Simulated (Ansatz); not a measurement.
Runs of Ansatz 0.2.0 on CuO. The typed cell holds 4 atoms: a = 2.880 Å, b = 2.880 Å, c = 5.176 Å, α = 89.81°, β = 89.81°, γ = 89.22°. The cell comes from a database or a generator and needn't be the stable form of this composition.

```tsv
task	level	U	cell	k mesh	cutoff (eV)	hubbard projectors	double counting	points for each segment of the path	atoms under strain	gap on the mesh (eV)	pressure (GPa)	relaxed volume (Å³/atom)
relaxation of cell and atoms	r2SCAN+U	Cu d U = 4.5 eV	relaxed	9 × 9 × 5	500	ortho-atomic (the default)	fll (the default)	-	-	none	0.0	10.87
relaxation of cell and atoms	PBEsol	-	relaxed	9 × 9 × 5	420	-	-	-	-	none	0.0	(a)
relaxation of cell and atoms	PBEsol+U	Cu d U = 5.3 eV	relaxed	9 × 9 × 5	420	ortho-atomic (the default)	fll (the default)	-	-	none	0.0	(b)
band structure	r2SCAN	-	as given	9 × 9 × 5	500	-	-	14	-	none	-0.7	-
elastic constants	LDA	-	as given	8 × 8 × 5	420	-	-	-	relaxed	none	-8.5	-
```

Alike in all rows: potentials or basis Ansatz PAW; no spin polarisation; smearing fermi-dirac 0.05 eV.

Estimate the missing entries.

(a) 10.67; (b) 10.86.

Caveats: the run has no spin polarisation, though such a crystal can be magnetic; the PAW data sets come from PBE, with cores solved anew for the run's functional, which leaves a small shift of forces and pressure; the plane-wave basis is chosen anew once the cell has moved, so the energies of steps on either side of that aren't comparable (some runs); semilocal functionals often make such compounds metallic where correlation or magnetic order opens a gap, which also shifts bond lengths (some runs); U without spin polarisation on a metal has little footing (some runs); the cell is more than 3 GPa from zero pressure, which shifts response properties (some runs); elastic constants of metals need much finer meshes, so these are rough (some runs).

A gap of «none» marks a metal or a gap under the smearing width.

Runs at the PBE level aren't shown here.
